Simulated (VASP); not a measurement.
A run of VASP 6.6.1 is set up as follows.

Contents of INCAR:

```
SYSTEM = W
ALGO     = Normal         ! electronic algorithm
EDIFF    = 1E-7           ! SCF threshold, eV
EDIFFG   = -0.005         ! ionic threshold
ENCUT    = 300            ! plane-wave cutoff, eV
GGA      = PS             ! functional
IBRION   = 2              ! ionic algorithm
ISIF     = 3              ! what is computed and relaxed
ISMEAR   = 0              ! smearing method
LASPH    = .TRUE.         ! aspherical terms in the spheres
LCHARG   = .FALSE.        ! write CHGCAR
LREAL    = .FALSE.        ! projectors in reciprocal space
LWAVE    = .FALSE.        ! write WAVECAR
NELM     = 60             ! most SCF steps
NSW      = 90             ! ionic steps
PREC     = Accurate       ! precision mode
SIGMA    = 0.1            ! smearing width, eV
```

KPOINTS

```
k-points
0
G
  18 18 18
  0 0 0
```

Contents of POSCAR:

```
W
1.0
   -1.6007500000      1.6007500000      1.6007500000
    1.6007500000     -1.6007500000      1.6007500000
    1.6007500000      1.6007500000     -1.6007500000
W
1
Direct
    0.0000000000      0.0000000000      0.0000000000
```

Potentials or basis: VASP PAW PBE potentials, release 64 (W_sv).

Run with:

```console
$ cat potpaw_PBE.64/W_sv/POTCAR > POTCAR
$ mpirun -np 1 vasp_std > vasp.out
```

What does it give for the space group after relaxing (to 0.05 Å)?

Im-3m (No. 229).

Estimate the relaxed volume.

15.69 Å³/atom.

Estimate the band gap on the k mesh.

none (metal or under the smearing width).

What does it give for the relaxed cell?

a = 2.731 Å, b = 2.731 Å, c = 2.731 Å, α = 109.47°, β = 109.47°, γ = 109.47°.

Final structure:
```cif
data_structure
_symmetry_space_group_name_H-M 'P 1'
_symmetry_Int_Tables_number 1
_cell_length_a 2.7313
_cell_length_b 2.7313
_cell_length_c 2.7313
_cell_angle_alpha 109.471
_cell_angle_beta 109.471
_cell_angle_gamma 109.471
_cell_volume 15.69
loop_
_atom_site_label
_atom_site_type_symbol
_atom_site_fract_x
_atom_site_fract_y
_atom_site_fract_z
_atom_site_occupancy
W1 W 0.00000 0.00000 0.00000 1
```

Caveat: the PAW data sets were made with another functional, which shifts forces and pressure a little. Spin-orbit coupling is left out, which matters for the levels of W.
